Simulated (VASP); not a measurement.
# GaCuSe2 (I-42d) in VASP: band structure with PBE

Aim: the band structure of GaCuSe2 with PBE.

All numbers are computed with VASP 6.6.1; they aren't measurements. Logs are shortened: lines on timing, memory, paths and dates and some standing lists are left out, and cuts for length are marked.

**Experimental background.**

From “Growth and anisotropy of transport properties of CuGaSe2 single crystals”, 2018, pmc:6251020, for a bulk crystal of GaCuSe2: band gap 1.7 eV.

The runs below are set against these values where they give the same quantity.

**1. The structure**

It takes space group I-42d (No. 122, tetragonal). The conventional cell has a = 5.619 Å, b = 5.619 Å, c = 11.026 Å, α = 90.00°, β = 90.00°, γ = 90.00°. Ga (site symmetry -4) is surrounded by 4 Se at 2.42 Å. Around Cu (site symmetry -4) lie 4 Se at 2.42 Å. Se (site symmetry 2) is surrounded by 2 Ga at 2.42 Å and 2 Cu at 2.42 Å.

**2. Band structure, PBE**

Contents of INCAR:

```
SYSTEM = GaCuSe2
PREC = Accurate ; ENCUT = 520
EDIFF = 1E-6 ; ISMEAR = 0
SIGMA = 0.02 ; LREAL = .FALSE.
LASPH = .TRUE. ; NELM = 60
ALGO = Normal ; ISIF = 2
LWAVE = .FALSE. ; LCHARG = .FALSE.
LMAXMIX = 4 ; GGA = PE
```

Contents of KPOINTS:

```
Automatic mesh
0
G
  8 8 8
  0 0 0
```

Contents of POSCAR:

```
GaCuSe2
1.0
   -2.8095500000      2.8095500000      5.5130000000
    2.8095500000     -2.8095500000      5.5130000000
    2.8095500000      2.8095500000     -5.5130000000
Ga Cu Se
2 2 4
Direct
    0.5000000000      0.5000000000      0.0000000000
    0.2500000000      0.7500000000      0.5000000000
    0.0000000000      0.0000000000      0.0000000000
    0.7500000000      0.2500000000      0.5000000000
    0.3750000000      0.3756200000      0.5006200000
    0.6243800000      0.1250000000      0.9993800000
    0.8750000000      0.8743800000      0.4993800000
    0.1256200000      0.6250000000      0.0006200000
```

Contents of KPOINTS_OPT:

```
path GXYSGZS1NPY1Z,XP
15
line-mode
reciprocal
 0.0000000000  0.0000000000  0.0000000000  G
 0.0000000000  0.0000000000  0.5000000000  X

 0.0000000000  0.0000000000  0.5000000000  X
-0.1298576533  0.1298576533  0.5000000000  Y

-0.1298576533  0.1298576533  0.5000000000  Y
-0.3149288266  0.3149288266  0.3149288266  S

-0.3149288266  0.3149288266  0.3149288266  S
 0.0000000000  0.0000000000  0.0000000000  G

 0.0000000000  0.0000000000  0.0000000000  G
 0.5000000000  0.5000000000 -0.5000000000  Z

 0.5000000000  0.5000000000 -0.5000000000  Z
 0.3149288266  0.6850711734 -0.3149288266  S1

 0.3149288266  0.6850711734 -0.3149288266  S1
 0.0000000000  0.5000000000  0.0000000000  N

 0.0000000000  0.5000000000  0.0000000000  N
 0.2500000000  0.2500000000  0.2500000000  P

 0.2500000000  0.2500000000  0.2500000000  P
 0.5000000000  0.5000000000 -0.1298576533  Y1

 0.5000000000  0.5000000000 -0.1298576533  Y1
 0.5000000000  0.5000000000 -0.5000000000  Z

 0.0000000000  0.0000000000  0.5000000000  X
 0.2500000000  0.2500000000  0.2500000000  P
```

Potentials or basis: VASP PAW PBE potentials, release 64 (Ga_d, Cu, Se).

Launch:

```bash
$ cat potpaw_PBE.64/Ga_d/POTCAR potpaw_PBE.64/Cu/POTCAR potpaw_PBE.64/Se/POTCAR > POTCAR
$ mpirun -np 1 vasp_std > vasp.out
```

OUTCAR:

```text
SYSTEM = GaCuSe2
   PREC = Accurate
   ENCUT = 520
   EDIFF = 1E-6
   ISMEAR = 0
   LREAL = .FALSE.
   LASPH = .TRUE.
   NELM = 60
   ISIF = 2
   GGA = PE

 ion  position               nearest neighbor table
   1  0.500  0.500  0.000-   7 2.42   8 2.42   5 2.42   6 2.42
   2  0.250  0.750  0.500-   5 2.42   6 2.42   8 2.42   7 2.42
   3  0.000  0.000  0.000-   6 2.42   8 2.42   7 2.42   5 2.42
   4  0.750  0.250  0.500-   5 2.42   7 2.42   6 2.42   8 2.42
   5  0.375  0.376  0.501-   2 2.42   1 2.42   4 2.42   3 2.42
   6  0.624  0.125  0.999-   2 2.42   1 2.42   4 2.42   3 2.42
   7  0.875  0.874  0.499-   1 2.42   2 2.42   3 2.42   4 2.42
   8  0.126  0.625  0.001-   1 2.42   2 2.42   3 2.42   4 2.42

  LATTYP: Found a body centered tetragonal cell.
 ALAT       =     5.6191000000
 C/A-ratio  =     1.9622359453

  Lattice vectors:

 A1 = (  -2.8095500000,   2.8095500000,   5.5130000000)
 A2 = (   2.8095500000,  -2.8095500000,   5.5130000000)
 A3 = (   2.8095500000,   2.8095500000,  -5.5130000000)

Analysis of symmetry for initial positions (statically):
=====================================================================
 Subroutine PRICEL returns:
 Original cell was already a primitive cell.

 Routine SETGRP: Setting up the symmetry group for a
 body centered tetragonal supercell.

 Subroutine GETGRP returns: Found  8 space group operations
 (whereof  4 operations were pure point group operations)
 out of a pool of 16 trial point group operations.

The static configuration has the point symmetry S_4 .
 The point group associated with its full space group is D_2d.

Analysis of symmetry for dynamics (positions and initial velocities):
=====================================================================
 Subroutine PRICEL returns:
 Original cell was already a primitive cell.

 Routine SETGRP: Setting up the symmetry group for a
 body centered tetragonal supercell.

 Subroutine GETGRP returns: Found  8 space group operations
 (whereof  4 operations were pure point group operations)
 out of a pool of 16 trial point group operations.

The dynamic configuration has the point symmetry S_4 .
 The point group associated with its full space group is D_2d.

 Subroutine INISYM returns: Found  8 space group operations
 (whereof  4 operations are pure point group operations),
 and found     1 'primitive' translations

----------------------------------------------------------------------------------------

                                     Primitive cell

  volume of cell :     174.0690

  direct lattice vectors                    reciprocal lattice vectors
    -2.809550000  2.809550000  5.513000000     0.000000000  0.177964443  0.090694722
     2.809550000 -2.809550000  5.513000000     0.177964443  0.000000000  0.090694722
     2.809550000  2.809550000 -5.513000000     0.177964443  0.177964443  0.000000000

  length of vectors
     6.795609715  6.795609715  6.795609715     0.199742022  0.199742022  0.251679728

  position of ions in fractional coordinates (direct lattice)
     0.500000000  0.500000000  0.000000000
     0.250000000  0.750000000  0.500000000
     0.000000000  0.000000000  0.000000000
     0.750000000  0.250000000  0.500000000
     0.375000000  0.375620000  0.500620000
     0.624380000  0.125000000  0.999380000
     0.875000000  0.874380000  0.499380000
     0.125620000  0.625000000  0.000620000

  ion indices of the primitive-cell ions
   primitive index   ion index
                 1           1
                 2           2
                 3           3
                 4           4
                 5           5
                 6           6
                 7           7
                 8           8

----------------------------------------------------------------------------------------

 KPOINTS: Automatic mesh

Automatic generation of k-mesh.
 Grid dimensions read from file:
 generate k-points for:    8    8    8

 Generating k-lattice:

  Cartesian coordinates                     Fractional coordinates (reciprocal lattice)
     0.000000000  0.022245555  0.011336840     0.125000000  0.000000000  0.000000000
     0.022245555  0.000000000  0.011336840     0.000000000  0.125000000  0.000000000
     0.022245555  0.022245555  0.000000000     0.000000000  0.000000000  0.125000000

  Length of vectors
     0.024967753  0.024967753  0.031459966

  Shift w.r.t. Gamma in fractional coordinates (k-lattice)
     0.000000000  0.000000000  0.000000000

 Subroutine IBZKPT returns following result:
 ===========================================

 Found     59 irreducible k-points:

 Following reciprocal coordinates:
            Coordinates               Weight
  0.000000  0.000000  0.000000      1.000000
  0.125000  0.000000  0.000000      8.000000
  0.250000  0.000000  0.000000      8.000000
  0.375000 -0.000000  0.000000      8.000000
  0.500000  0.000000  0.000000      4.000000
  0.125000  0.125000  0.000000      8.000000
[... 16 lines left out ...]
  0.250000  0.125000  0.125000     16.000000
  0.375000  0.125000  0.125000      8.000000
 [... further k-points ...]
   k-points           NKPTS =     59   k-points in BZ     NKDIM =     59   number of bands    NBANDS=     43
   number of dos      NEDOS =    301   number of ions     NIONS =      8
   total plane-waves  NPLWV = 157464
   dimension x,y,z NGX =    54 NGY =   54 NGZ =   54
   dimension x,y,z NGXF=   108 NGYF=  108 NGZF=  108
   ions per type =               2   2   4
   NGX,Y,Z   is equivalent  to a cutoff of  13.21, 13.21, 13.21 a.u.
   NGXF,Y,Z  is equivalent  to a cutoff of  26.42, 26.42, 26.42 a.u.
 SYSTEM =  GaCuSe2
   PREC   = accura    normal or accurate (medium, high low for compatibility)
   ISTART =      0    job   : 0-new  1-cont  2-samecut
   ICHARG =      2    charge: 1-file 2-atom 10-const
   ISPIN  =      1    spin polarized calculation?
   LNONCOLLINEAR =      F non collinear calculations
   LSORBIT =      F    spin-orbit coupling
   LASPH  =      T    aspherical Exc in radial PAW
   ENCUT  =  520.0 eV  38.22 Ry    6.18 a.u.  12.64 12.64 12.64*2*pi/ulx,y,z
   NELM   =     60;   NELMIN=  2; NELMDL= -5     # of ELM steps
   EDIFF  = 0.1E-05   stopping-criterion for ELM
   LREAL  =      F    real-space projection
   EDIFFG = 0.1E-04   stopping-criterion for IOM
   NSW    =      0    number of steps for IOM
   IBRION =     -1    ionic relax: 0-MD 1-quasi-New 2-CG
   NFREE  =      0    steps in history (QN), initial steepest desc. (CG)
   ISIF   =      2    stress and relaxation
   ISYM   =      2    0-nonsym 1-usesym 2-fastsym
   POTIM  = 0.5000    time-step for ionic-motion
   TEBEG  =    0.0;   TEEND  =   0.0 temperature during run
   PSTRESS=    0.0 pullay stress
   NELECT =      72.0000    total number of electrons
   NUPDOWN=      -1.0000    fix difference up-down
   EMIN   =  10.00;   EMAX   =-10.00  energy-range for DOS
   EFERMI =   0.00;   METHOD = LEGACY
   ISMEAR =     0;   SIGMA  =   0.02  broadening in eV -4-tet -1-fermi 0-gaus
   EFERMI_NEDOS =   21; number of points for ismear=-14 and -15
   IALGO  =     38    algorithm
   IMIX   =      4    mixing-type and parameters
     AMIX     =   0.40;   BMIX     =  1.00
     AMIX_MAG =   1.60;   BMIX_MAG =  1.00
  volume/ion in A,a.u.               =      21.76       146.83
  Fermi-wavevector in a.u.,A,eV,Ry     =   1.219772  2.305034 20.243327  1.487843
  Thomas-Fermi vector in A             =   2.355012
   LORBIT       =      0    0 simple, 1 ext, 2 COOP (PROOUT), +10 PAW based schemes
   GGA     = PE    functional components
   LHFCALC =     F    Hartree Fock is set to
   AEXX    =    0.0000 exact exchange contribution
   IVDW    =     0    specifies the selected vdW correction
   LEPSILON=     F    determine dielectric tensor
   LRPA    =     F    only Hartree local field effects (RPA)
 non-spin polarized calculation
 Gauss-broadening in eV      SIGMA  =   0.02
  energy-cutoff  :      520.00
  volume of cell :      174.07
 maximum number of plane-waves:      4733
 NGX is ok and might be reduce to    54
   NGX = 25   NGY = 25   NGZ = 25

 number of electron      72.0000027 magnetization

 Free energy of the ion-electron system (eV)
  ---------------------------------------------------
  ext. energy  EPLUGINS =         0.00000000
  ---------------------------------------------------
  free energy    TOTEN  =       -31.03287976 eV

  energy without entropy =      -31.03287976  energy(sigma->0) =      -31.03287976

 E-fermi :   4.1723     XC(G=0):  -9.6343

 val. band max:        4.0336686610   @ k =   0.0000   0.0000   0.0000
 cond. band min:       4.2875762466   @ k =   0.0000   0.0000   0.0000
 fundamental gap:      0.2539075856
 Fermi energy:         4.1722930974

 k-point     1 :       0.0000    0.0000    0.0000
  band No.  band energies     occupation
      1     -11.5463      2.00000
      2     -11.5463      2.00000
      3     -11.5458      2.00000
      4     -11.3888      2.00000
      5     -11.3740      2.00000
      6     -11.3740      2.00000
[... 35 lines left out ...]
     42       8.3846      0.00000
     43       8.8745      0.00000

 k-point     2 :       0.1250    0.0000    0.0000
  band No.  band energies     occupation
      1     -11.5496      2.00000
      2     -11.5463      2.00000
      3     -11.5430      2.00000
      4     -11.3929      2.00000
      5     -11.3794      2.00000
      6     -11.3732      2.00000
[... 35 lines left out ...]
     42       8.3414      0.00000
     43       8.6383      0.00000

 k-point     3 :       0.2500    0.0000    0.0000
  band No.  band energies     occupation
      1     -11.5554      2.00000
      2     -11.5483      2.00000
      3     -11.5354      2.00000
      4     -11.4093      2.00000
      5     -11.3841      2.00000
      6     -11.3717      2.00000
[... 919 lines left out ...]
      6     -11.3763      2.00000
[... 35 lines left out ...]
     42       8.6136      0.00000
     43       8.8870      0.00000

 k-point    24 :       0.3750    0.1250    0.1250
  band No.  band energies     occupation
      1     -11.5640      2.00000
      2     -11.5564      2.00000
      3     -11.5093      2.00000
      4     -11.4490      2.00000
      5     -11.3852      2.00000
      6     -11.3760      2.00000
[... 35 lines left out ...]
     42       8.4673      0.00000
     43       8.6336      0.00000

 [... further k-points ...]

------------------------ aborting loop because EDIFF is reached ----------------------------------------

  FORCE on cell =-STRESS in cart. coord.  units (eV):
  Direction    XX          YY          ZZ          XY          YZ          ZX
  --------------------------------------------------------------------------------------
  -------------------------------------------------------------------------------------
  Total        3.2402169      3.2402169      3.4123569      0.0000000      0.0000000      0.0000000
  in kB       29.8238122     29.8238122     31.4082340      0.0000000      0.0000000      0.0000000
  external PRESSURE =      30.3519528 kB  Pullay stress =       0.0000000 kB

 VOLUME and BASIS-vectors are now :
 -----------------------------------------------------------------------------
  energy-cutoff  :      520.00
  volume of cell :      174.07
      direct lattice vectors                 reciprocal lattice vectors
    -2.809550000  2.809550000  5.513000000     0.000000000  0.177964443  0.090694722
     2.809550000 -2.809550000  5.513000000     0.177964443  0.000000000  0.090694722
     2.809550000  2.809550000 -5.513000000     0.177964443  0.177964443  0.000000000

 POSITION                                       TOTAL-FORCE (eV/Angst)
 -----------------------------------------------------------------------------------
      0.00000      0.00000      5.51300        -0.000000     -0.000000      0.000000
      2.80955     -0.00000      2.75650        -0.000000     -0.000000     -0.000000
      0.00000      0.00000      0.00000        -0.000000     -0.000000      0.000000
     -0.00000      2.80955      2.75650        -0.000000     -0.000000     -0.000000
      1.40826      1.40478      1.37825        -0.379971     -0.000000      0.000000
      1.40477      4.21084     -1.37825         0.000000      0.379971     -0.000000
      1.40129      1.40477      6.89125         0.379971     -0.000000     -0.000000
      1.40478     -1.40129      4.13475         0.000000     -0.379971      0.000000
 -----------------------------------------------------------------------------------
    total drift:                               -0.000001     -0.000001     -0.000004

  FREE ENERGIE OF THE ION-ELECTRON SYSTEM (eV)
  ---------------------------------------------------
  free  energy   TOTEN  =       -31.0328797584 eV

  energy  without entropy=      -31.0328797584  energy(sigma->0) =      -31.03287976
```

Run time: 19 min. Hardware: 1 thread of Intel Xeon 6975P-C (Granite Rapids), shared host; peak memory 0.75 GiB.

What came out:

```
Free energy             : -31.0329 eV
Pressure                : 3.0 GPa
Largest force           : 0.380 eV/Å
Band gap on the k mesh  : 0.25 eV, direct
Band gap along the path : 0.25 eV, direct
```

Forces on the atoms (eV/Å):
```
Ga   0.000  0.000  0.000
Ga   0.000  0.000  0.000
Cu   0.000  0.000  0.000
Cu   0.000  0.000  0.000
Se  -0.380  0.000  0.000
Se   0.000  0.380  0.000
Se   0.380  0.000  0.000
Se   0.000 -0.380  0.000
```

Stress tensor (GPa, compression positive):
```
2.98 0.00 0.00
0.00 2.98 0.00
0.00 0.00 3.14
```

Levels at the corners of the path, in eV from the valence-band top:
| point | band 34 | band 35 | band 36 | band 37 | band 38 | band 39 |
| --- | --- | --- | --- | --- | --- | --- |
| Γ | -0.13 | -0.13 | 0.00 | 0.25 | 1.92 | 2.29 |
| X | -0.82 | -0.50 | -0.50 | 1.20 | 1.20 | 3.34 |
| X | -0.82 | -0.50 | -0.50 | 1.20 | 1.20 | 3.34 |
| Y | -0.86 | -0.70 | -0.70 | 1.48 | 1.48 | 3.86 |
| Y | -0.86 | -0.70 | -0.70 | 1.48 | 1.48 | 3.86 |
| S | -1.20 | -0.74 | -0.56 | 1.99 | 2.43 | 2.53 |
| S | -1.20 | -0.74 | -0.56 | 1.99 | 2.43 | 2.53 |
| Γ | -0.13 | -0.13 | 0.00 | 0.25 | 1.92 | 2.29 |
| Γ | -0.13 | -0.13 | 0.00 | 0.25 | 1.92 | 2.29 |
| Z | -1.23 | -0.91 | -0.91 | 1.88 | 1.88 | 1.97 |
| Z | -1.23 | -0.91 | -0.91 | 1.88 | 1.88 | 1.97 |
| S1 | -1.20 | -0.74 | -0.56 | 1.99 | 2.43 | 2.53 |
| S1 | -1.20 | -0.74 | -0.56 | 1.99 | 2.43 | 2.53 |
| N | -1.22 | -1.10 | -0.56 | 2.21 | 2.60 | 3.25 |
| N | -1.22 | -1.10 | -0.56 | 2.21 | 2.60 | 3.25 |
| P | -0.85 | -0.68 | -0.68 | 1.64 | 1.64 | 3.07 |
| P | -0.85 | -0.68 | -0.68 | 1.64 | 1.64 | 3.07 |
| Y1 | -0.86 | -0.70 | -0.70 | 1.48 | 1.48 | 3.86 |
| Y1 | -0.86 | -0.70 | -0.70 | 1.48 | 1.48 | 3.86 |
| Z | -1.23 | -0.91 | -0.91 | 1.88 | 1.88 | 1.97 |
| X | -0.82 | -0.50 | -0.50 | 1.20 | 1.20 | 3.34 |
| P | -0.85 | -0.68 | -0.68 | 1.64 | 1.64 | 3.07 |

**3. How close it comes**

Step 2. A measured gap of GaCuSe2 is 1.7 eV (“Growth and anisotropy of transport properties of CuGaSe2 single crystals”, 2018, pmc:6251020); the calculated 0.25 eV misses it by -1.45 eV. So large a miss can be the level of theory's own, or it may mean another phase, state or a wrong row. 2 values of this kind are on record in papers (1.7 to 1.72 eV); this one was drawn at random among those near their median. Spin-orbit coupling on Ga, Se is left out. The value is that of PBE, without temperature or zero-point motion. Semilocal functionals fall short of measured gaps as a rule.
